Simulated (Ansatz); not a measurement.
Geometry optimisation, DFT PBE, scalar-relativistic, plane waves, PAW (Ansatz 0.2.0).

Input:

```yaml
crystal:
  lattice:
    - [0.0, 5.43, 5.43]
    - [5.43, 0.0, 5.43]
    - [5.43, 5.43, 0.0]
  atoms:
    - { symbol: Si, position: [0.0, 0.0, 0.0] }
    - { symbol: Si, position: [0.125, 0.125, 0.125] }
    - { symbol: Si, position: [0.0, 0.0, 0.5] }
    - { symbol: Si, position: [0.125, 0.125, 0.625] }
    - { symbol: Si, position: [0.0, 0.5, 0.0] }
    - { symbol: Si, position: [0.125, 0.625, 0.125] }
    - { symbol: Si, position: [0.0, 0.5, 0.5] }
    - { symbol: Si, position: [0.125, 0.625, 0.625] }
    - { symbol: Si, position: [0.5, 0.0, 0.0] }
    - { symbol: Si, position: [0.625, 0.125, 0.125] }
    - { symbol: Si, position: [0.5, 0.0, 0.5] }
    - { symbol: Si, position: [0.625, 0.125, 0.625] }
    - { symbol: Si, position: [0.5, 0.5, 0.0] }
    - { symbol: Si, position: [0.625, 0.625, 0.125] }
    - { symbol: Si, position: [0.5, 0.5, 0.5] }
    - { symbol: Si, position: [0.625, 0.625, 0.625] }
    - { symbol: H, position: [0.31249905, 0.80886601, 0.32167503] }
total_charge: 1
basis:
  ecutwfc: 420.0
kpoints:
  mp_grid: { grid: [2, 2, 2] }
hamiltonian:
  xc: pbe
scf:
  occupations: { method: gaussian, width: 0.02 }
  lower_state_search: "off"
relax:
  f_tol: 0.03
  max_steps: 60
  adjacent_minimum: "off"
```

Command:

```bash
$ ansatz run input.yaml --threads 1 --pin off --max-ram 3072MiB --backend cpu --events-out ev --progress --plain --runs-dir out
```

Q: Where does it end, and by what steps?

A: It converged. Limits of this set-up: coarse k mesh, charged cell in a uniform background, uncorrected. After 10 steps the energy has fallen by 0.671 eV; H17 moved furthest, 1.11 Å. Joined: Si8–H17, Si15–H17.

```json
{"step": "0", "energy less start (eV)": "0.0000", "largest force component (eV/Å)": "0.157", "accepted": "yes"}
{"step": "1", "energy less start (eV)": "-0.0212", "largest force component (eV/Å)": "0.241", "accepted": "yes"}
{"step": "2", "energy less start (eV)": "-0.0886", "largest force component (eV/Å)": "0.425", "accepted": "yes"}
{"step": "3", "energy less start (eV)": "-0.1778", "largest force component (eV/Å)": "0.339", "accepted": "yes"}
{"step": "4", "energy less start (eV)": "-0.2468", "largest force component (eV/Å)": "0.764", "accepted": "yes"}
{"step": "5", "energy less start (eV)": "-0.4317", "largest force component (eV/Å)": "0.642", "accepted": "yes"}
{"step": "6", "energy less start (eV)": "-0.5755", "largest force component (eV/Å)": "0.434", "accepted": "yes"}
{"step": "7", "energy less start (eV)": "-0.6363", "largest force component (eV/Å)": "0.387", "accepted": "yes"}
{"step": "8", "energy less start (eV)": "-0.6590", "largest force component (eV/Å)": "0.214", "accepted": "yes"}
{"step": "9", "energy less start (eV)": "-0.6701", "largest force component (eV/Å)": "0.057", "accepted": "yes"}
{"step": "10", "energy less start (eV)": "-0.6711", "largest force component (eV/Å)": "0.006", "accepted": "yes"}
```

```xyz
17
Lattice="0.0000 5.4300 5.4300 5.4300 0.0000 5.4300 5.4300 5.4300 0.0000" Properties=species:S:1:pos:R:3
Si 0.009 -0.048 0.043
Si 1.344 1.336 1.368
Si 2.834 2.549 0.014
Si 4.081 4.010 1.358
Si 2.656 0.070 2.837
Si 4.078 1.346 4.186
Si 5.386 2.651 2.746
Si 6.959 3.828 3.983
Si 0.018 2.703 2.733
Si 1.349 4.030 4.119
Si 2.705 5.321 2.723
Si 4.137 6.661 3.997
Si 2.702 2.713 5.494
Si 3.960 4.055 6.947
Si 5.262 5.522 5.675
Si 6.822 6.768 6.861
H 6.138 4.228 5.304
```

The run took 60 s on 1 thread of Arm Neoverse V1 (shared host), peak memory 0.53 GiB.
